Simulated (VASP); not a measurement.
# AlN (F-43m) under biaxial strain in the (001) plane, part 2 of 2

Strain engineering needs slopes: what does biaxial strain in the (001) plane do to the lattice and the band edges of AlN?

VASP 6.6.1, plane waves and PAW; the level of theory is named at each step.

So far: The structure; Relax the crystal, LDA; Strain along the normal, LDA; Band edges, TB-mBJ with spin-orbit coupling; Band edges, r2SCAN with spin-orbit coupling.

## Step 5: Band edges, r2SCAN with spin-orbit coupling (continued)

Level of this step: r2SCAN, spin-orbit coupling; plane waves and PAW (Al, N); cell typed or built by script (VASP).

From OUTCAR (step 5):

```text
  Total        1.1503025      1.1503025      0.2958059      0.0000000      0.0000000      0.0000000
  in kB       91.5775321     91.5775321     23.5496094      0.0000000      0.0000000      0.0000000
  external PRESSURE =      68.9015578 kB  Pullay stress =       0.0000000 kB

 POSITION                                       TOTAL-FORCE (eV/Angst)
 -----------------------------------------------------------------------------------
      0.00000      0.00000      0.00000        -0.000000     -0.000000     -0.000000
      1.06475      1.06475      1.10947         0.000000      0.000000      0.000000
 -----------------------------------------------------------------------------------
    total drift:                               -0.001783     -0.001783     -0.001220

  FREE ENERGIE OF THE ION-ELECTRON SYSTEM (eV)
  ---------------------------------------------------
  free  energy   TOTEN  =       -57.9915979405 eV

  energy  without entropy=      -57.9915979405  energy(sigma->0) =      -57.99159794

[... 2 parts as in an earlier step ...]

[... 1 further part left out ...]
[key lines of the parts left out:]
E-fermi :   6.1957
```

Read from the output:

- energy(sigma→0) of the program: -57.9916 eV
- stress, compression positive: xx, yy, zz 9.16, 9.16, 2.35 GPa

The run ends at a pressure of 6.89 GPa.

## Step 6: The table

Runs beyond LDA use the data sets made with LDA; this shifts their levels slightly, and their total energies have another zero (at TB-mBJ, which has no energy functional, they mean nothing).

The other members went through these steps as far as the tables show, with the same cutoff and, step by step, the same mesh; 39 runs are not shown. The session took 11 core hours (wall time by ranks) on a shared machine.

```tsv
in-plane strain (%)	strain along the normal (%)	in-plane stress, tension positive (GPa)	energy above the unstrained row (meV/atom)	gap on the mesh, LDA (eV)
-2.000	2.116	-6.216	7.947	3.099
-1.500	1.607	-4.554	4.437	3.133
-1.000	1.086	-2.966	1.978	3.168
-0.500	0.551	-1.450	0.512	3.200
0	0.000	-0.010	0.000	3.230
0.500	-0.563	1.367	0.389	3.166
1.000	-1.137	2.687	1.642	3.105
1.500	-1.730	3.936	3.715	3.046
2.000	-2.340	5.124	6.569	2.990
```

Slopes at zero strain, from cubics through all rows: strain ratio -1.111, stress over strain 282 GPa. For a cubic crystal strained in (001) the ratio is −2C₁₂/C₁₁.

Band edges at TB-mBJ with spin-orbit coupling, counted from the valence-band top at Γ, spin-orbit pairs averaged, with one row partly withheld:

```tsv
in-plane strain (%)	gap (eV)	conduction band at Γ (eV)	Δ or X valley along z (eV)	Δ or X valley along x (eV)	lowest conduction level at L, [111] (eV)	lowest conduction level at L, [-111] (eV)	second valence level below the top (eV)	third valence level below the top (eV)
-2.000	4.726	5.559	4.921	4.726	8.729	8.729	0.011	0.207
-1.500	4.751	5.534	4.896	4.751	8.732	8.732	0.011	0.155
-1.000	4.777	5.508	4.873	4.777	8.727	8.727	0.011	0.104
-0.500	4.803	5.484	?	4.803	8.713	8.713	0.010	0.056
0	4.829	5.459	4.829	4.829	8.691	8.691	0.000	0.018
0.500	4.767	5.393	4.767	4.813	8.620	8.620	0.042	0.055
1.000	4.703	5.323	4.703	4.795	8.540	8.540	0.087	0.099
1.500	4.642	5.256	4.642	4.778	8.454	8.454	0.130	0.143
2.000	4.584	5.190	4.584	4.763	8.363	8.363	0.173	0.185
```

Conduction masses, in electron masses:

```tsv
in-plane strain (%)	conduction mass at Γ, along the strain axis or the normal of the plane	conduction mass at Γ, across the strain axis or in the plane
-2.000	0.343	0.338
-1.500	0.338	0.334
-1.000	0.334	0.331
-0.500	0.334	0.333
0	0.331	0.331
0.500	0.331	0.332
1.000	0.331	0.333
1.500	0.325	0.328
2.000	0.323	0.331
```

Band edges at r2SCAN with spin-orbit coupling, counted from the valence-band top at Γ, spin-orbit pairs averaged:

```tsv
in-plane strain (%)	gap (eV)	conduction band at Γ (eV)	Δ or X valley along z (eV)	Δ or X valley along x (eV)	lowest conduction level at L, [111] (eV)	lowest conduction level at L, [-111] (eV)	second valence level below the top (eV)	third valence level below the top (eV)
-2.000	3.821	5.138	4.038	3.828	8.370	8.370	0.012	0.200
-1.500	3.855	5.111	4.011	3.855	8.377	8.377	0.012	0.150
-1.000	3.883	5.083	3.986	3.883	8.374	8.374	0.012	0.101
-0.500	3.910	5.055	3.962	3.910	8.360	8.360	0.011	0.054
0	3.939	5.028	3.939	3.939	8.338	8.338	0.000	0.019
0.500	3.877	4.962	3.877	3.928	8.266	8.266	0.040	0.054
1.000	3.815	4.893	3.815	3.915	8.183	8.183	0.082	0.096
1.500	3.755	4.825	3.755	3.903	8.093	8.093	0.124	0.138
2.000	3.699	4.760	3.699	3.894	7.998	7.998	0.165	0.178
```

Conduction masses, in electron masses:

```tsv
in-plane strain (%)	conduction mass at Γ, along the strain axis or the normal of the plane	conduction mass at Γ, across the strain axis or in the plane
-2.000	0.310	0.307
-1.500	0.309	0.305
-1.000	0.310	0.309
-0.500	0.305	0.302
0	0.304	0.304
0.500	0.300	0.299
1.000	0.300	0.302
1.500	0.296	0.299
2.000	0.293	0.297
```

## Step 7: Fit and prediction

The quantity to fit is the splitting of the Δ or X valleys (z less x) at TB-mBJ with spin-orbit coupling: 0.196, 0.145, 0.096, 0.000, -0.046, -0.091, -0.136, -0.179 eV in the rows shown.

Fitting a parabola to the 8 known rows (d: strain along the axis less the strain across it, in %) gives E = 7.38e-4 d² + 0.04445 d + 1.15e-5 in eV; the residuals are 9.2e-5 eV r.m.s.

At d = 1.051 this predicts 0.0476 eV.

## Step 8: Checking the prediction

The calculation gives 0.0474 eV, so the prediction is 0.0002 eV too high.

The splitting is Ξu times d, with d as a fraction, so the linear term gives Ξu = 4.4 eV.

## Step 9: Outcome

```json
{
  "ratio of normal to in-plane strain": "-1.111",
  "biaxial modulus": "282 GPa",
  "gap of the unstrained cell, TB-mBJ with spin-orbit coupling": "4.83 eV",
  "gap of the unstrained cell, r2SCAN with spin-orbit coupling": "3.94 eV",
  "shear deformation potential Ξu of the Δ or X valleys": "4.4 eV",
  "error of the predicted row": "0.2 meV"
}
```

What this shows: As a check, the curvature of the energy gives 282 GPa for the same modulus (energy per volume = M × strain²), 0 % from the slope of the stress. At TB-mBJ with spin-orbit coupling the lowest conduction valley is Δ or X throughout, and the gap runs between 4.58 and 4.83 eV. At r2SCAN with spin-orbit coupling the lowest conduction valley is Δ or X throughout, and the gap runs between 3.70 and 3.94 eV. Hole masses are left out throughout, since the top bands are degenerate or cross in many series; of conduction masses, those of the Γ, L and (for Si and Ge under (001) strain) Δ valleys are kept where they change by under an eighth between rows. TB-mBJ is a potential fitted for gaps; it has no energy functional, so its total energies and forces mean nothing, and its bands tend to come out too narrow. r2SCAN opens gaps somewhat over GGA but leaves them below measured values as a rule. Δ or X levels are the lowest on their line, refined by a parabola unless they lie at X; the gap is read from all points sampled and can differ from the lowest valley by some meV, or by tens of meV where strain moves the valence top off Γ. Temperature, zero-point motion and excitons are left out.

[Lines on the potential files, build, host, timing and source positions are cut from VASP's logs without a mark.]

[Logs are printed without paths, hosts, clocks, repeated set-up lines and the standing remarks that a program may print on its own settings, such as how far it seeks lower states.]

[Hosts, paths, dates, database ids (printed as entryN), source tags and the programs' standing remarks are cut or masked in the printed files.]

[In band tables of VASP the shares of atoms and orbitals are scaled to a sum of 1 inside the atoms' spheres.]
